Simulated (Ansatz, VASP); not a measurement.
## One calculation of Si, two programs

```
Si
1.0
     0.00000    2.72185    2.72185
     2.72185    0.00000    2.72185
     2.72185    2.72185    0.00000
Si
2
Direct
  0.50000 0.50000 0.50000
  0.75000 0.75000 0.75000
```

Alike in both runs: task single point; functional HSE(alpha, omega); k mesh 4 × 4 × 4; occupations fermi-dirac, width 0.05 eV; no spin polarisation.

|  | VASP | Ansatz |
| --- | --- | --- |
| version | VASP 6.6.1 | Ansatz 0.2.0 |
| potentials or method | VASP PAW PBE potentials, release 64 (Si) | Ansatz PAW |
| plane-wave cutoff (eV) | 520 | 420 |
| valence electrons in the cell | 8 | 8 |

|  | VASP | Ansatz | Ansatz less VASP |
| --- | --- | --- | --- |
| gap on the k mesh at the Fermi level (eV) | 1.09 | 1.08 | -0.009 |
| least direct gap on the mesh (eV) | 3.03 | 3.02 | -0.009 |
| pressure (GPa) | 0.8 | 1.0 | +0.23 |

The functional is the same, so the differences come from potentials, cutoffs and numerics.

Caveats: the k mesh is coarse (spacing up to 0.50 Å⁻¹), so the values aren't converged, least of all with exact exchange; the PAW data sets were made with another functional, which shifts forces and pressure a little (VASP); the PAW data sets come from PBE, with cores solved anew for the run's functional, which leaves a small shift of forces and pressure (Ansatz); the thresholds are loose for stress (Ansatz). A k mesh can miss the band edges.
